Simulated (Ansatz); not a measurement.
# Indium, simple cubic: HSE06 after PBE

How do the levels change when part of the exchange is made exact, and what does it cost? Spin polarisation is left out. The cell comes from an earlier PBE relaxation. Exact exchange is dear, so the k-mesh is coarse, and PBE is run on the same mesh for comparison.

Program: Ansatz 0.2.0. Level of theory: DFT, plane waves (420 eV) with PBE-made PAW files, scalar-relativistic; functionals as named at each step. These are calculated values, not measurements.

### Step 1. The structure to begin with

Symmetry: Pm-3m, No. 221, cubic system. The conventional cell has a = 3.091 Å, b = 3.091 Å, c = 3.091 Å, α = 90.00°, β = 90.00°, γ = 90.00°. In (site symmetry m-3m) is surrounded by 6 In at 3.09 Å.

Coordinates:

```cif
data_structure
_symmetry_space_group_name_H-M 'P 1'
_symmetry_Int_Tables_number 1
_cell_length_a 3.0909
_cell_length_b 3.0909
_cell_length_c 3.0909
_cell_angle_alpha 90.000
_cell_angle_beta 90.000
_cell_angle_gamma 90.000
_cell_volume 29.53
loop_
_atom_site_label
_atom_site_type_symbol
_atom_site_fract_x
_atom_site_fract_y
_atom_site_fract_z
_atom_site_occupancy
In1 In 0.00000 0.00000 0.00000 1
```

### Step 2. PBE on the coarse mesh

The run with PBE.

Contents of input.yaml:

```yaml
crystal:
  lattice:
    - [3.0909441805, 0.0, 0.0]
    - [0.0, 3.0909441805, 0.0]
    - [0.0, 0.0, 3.0909441805]
  atoms:
    - { symbol: In, position: [0.0, 0.0, 0.0] }
hamiltonian:
  xc: pbe
  pseudopotentials:
    kind: paw
    azcp:
      In: "pseudopotentials/In.paw.azcp"
basis:
  ecutwfc: 420
  fft_grid_basis: typed
kpoints:
  mp_grid: { grid: [5, 5, 5], shift: [0, 0, 0] }
magnetization:
  spin_polarized: false
scf:
  occupations: { method: fermi_dirac, width: 0.1 }
```

The run is started by

```
ansatz run input.yaml --threads 4 --pin off --max-ram 8192MiB --backend cpu --events-out ev --progress --plain --runs-dir out
```

### Step 3. HSE06, coarse mesh

The run with HSE06.

Edit input.yaml of step 2 so:

```diff
@@ -8,3 +8,3 @@
 hamiltonian:
-  xc: pbe
+  xc: hse06
   pseudopotentials:
```

(Steps that only read results are left out.)

Before running it: what results should come out? Wanted: PBE: gap; HSE06: gap; HSE06: relative to body-centred tetragonal.

As calculated:

| quantity | value |
| --- | --- |
| PBE: gap | none (levels filled in part) |
| HSE06: gap | none (levels filled in part) |
| HSE06: SCF cycles, exchange loops | 13, 2 |
| HSE06: CPU time over that of PBE | 17 |
| HSE06: relative to body-centred tetragonal | +100 meV/atom |

Neither PBE nor HSE06 shows a clean gap on this mesh. HSE06 cost 17 times the CPU time of PBE. HSE06 needed 2 outer loops of the exchange operator. The dense-mesh value adds +13.4 meV/atom, the change that PBE shows between the coarse mesh and its own dense run (not shown). Under HSE06 it lies 100 meV/atom above body-centred tetragonal (computed apart in the same way); on such meshes a few tens of meV are uncertain for metals. Absolute energies differ from functional to functional, by eV per atom at times, and say nothing by themselves.
